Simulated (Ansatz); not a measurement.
**How settings move the G0W0 gap of CdTe (zincblende)**

CdTe (zincblende), relaxed with r2SCAN; one-shot G0W0 in Ansatz without spin-orbit coupling. No spin polarisation and no zero-point or thermal motion.

```cif
data_structure
_symmetry_space_group_name_H-M 'F-43m'
_symmetry_Int_Tables_number 216
_cell_length_a 6.5599
_cell_length_b 6.5599
_cell_length_c 6.5599
_cell_angle_alpha 90.000
_cell_angle_beta 90.000
_cell_angle_gamma 90.000
_cell_volume 282.29
loop_
_atom_site_label
_atom_site_type_symbol
_atom_site_symmetry_multiplicity
_atom_site_Wyckoff_symbol
_atom_site_fract_x
_atom_site_fract_y
_atom_site_fract_z
_atom_site_occupancy
Cd1 Cd 4 a 0.00000 0.00000 0.00000 1
Te1 Te 4 d 0.25000 0.25000 0.75000 1
```

Gaps are read over the mesh points alone. G0W0 here is at a finite number of bands, screening cutoff and k mesh, not at the basis limit.
```json
{"start": "PBE", "potentials": "PAW", "frequency model": "contour deformation", "mesh": "4×4×4", "empty bands": "114", "screening cutoff (eV)": "80", "Kohn-Sham gap (eV)": "0.65", "G0W0 gap (eV)": "1.22", "rough cost": "19 core-seconds"}
{"start": "PBE", "potentials": "PAW", "frequency model": "contour deformation", "mesh": "4×4×4", "empty bands": "265", "screening cutoff (eV)": "140", "Kohn-Sham gap (eV)": "0.65", "G0W0 gap (eV)": "1.21", "rough cost": "90 core-seconds"}
{"start": "PBE", "potentials": "PAW", "frequency model": "contour deformation", "mesh": "4×4×4", "empty bands": "487", "screening cutoff (eV)": "210", "Kohn-Sham gap (eV)": "0.65", "G0W0 gap (eV)": "1.19", "rough cost": "6 core-minutes"}
{"start": "HSE06", "potentials": "PAW", "frequency model": "contour deformation", "mesh": "4×4×4", "empty bands": "265", "screening cutoff (eV)": "140", "Kohn-Sham gap (eV)": "1.53", "G0W0 gap (eV)": "1.76", "rough cost": "2.6 core-minutes"}
{"start": "r2SCAN", "potentials": "PAW", "frequency model": "contour deformation", "mesh": "4×4×4", "empty bands": "265", "screening cutoff (eV)": "140", "Kohn-Sham gap (eV)": "1.15", "G0W0 gap (eV)": "1.55", "rough cost": "90 core-seconds"}
{"start": "PBE", "potentials": "PAW", "frequency model": "Godby-Needs pole", "mesh": "4×4×4", "empty bands": "265", "screening cutoff (eV)": "140", "Kohn-Sham gap (eV)": "0.65", "G0W0 gap (eV)": "1.31", "rough cost": "60 core-seconds"}
{"start": "PBE", "potentials": "PAW", "frequency model": "contour deformation", "mesh": "6×6×6", "empty bands": "114", "screening cutoff (eV)": "80", "Kohn-Sham gap (eV)": "0.66", "G0W0 gap (eV)": "1.28", "rough cost": "2.1 core-minutes"}
{"start": "PBE", "potentials": "norm-conserving", "frequency model": "contour deformation", "mesh": "4×4×4", "empty bands": "265", "screening cutoff (eV)": "140", "Kohn-Sham gap (eV)": "0.65", "G0W0 gap (eV)": "1.19", "rough cost": "2.9 core-minutes"}
```

G0W0 moves the gap on the mesh from 0.65 eV (PBE) to 1.19 eV (direct at Γ). Renormalisation factors Z lie between 0.70 and 0.75.

Raising bands and cutoff together moves the gap by -0.01 eV (80 to 140 eV), then -0.02 eV (140 to 210 eV); the last step is small, which bounds nothing strictly. Starting from HSE06 (1.53 eV against PBE's 0.65 eV) gives 1.76 eV, +0.55 eV from G0W0@PBE at the same screening cutoff. Starting from r2SCAN (1.15 eV against PBE's 0.65 eV) gives 1.55 eV, +0.34 eV from G0W0@PBE at the same screening cutoff. The Godby-Needs plasmon pole differs from contour deformation by +0.10 eV. A 6×6×6 mesh in place of 4×4×4 changes the opening over PBE by +0.05 eV (the gap on the mesh by +0.06 eV). Norm-conserving potentials (wave cutoff 1120 eV against 420 eV) shift the quasiparticle gap by -0.02 eV and the PBE gap by 0.00 eV. On these meshes the dielectric constant comes out too large, which adds an error that these runs don't bound. r2SCAN runs take a wave cutoff of 500 eV.

With a shallow d shell on the cation, G0W0 converges slowly in bands and cutoff, so these values are in doubt.
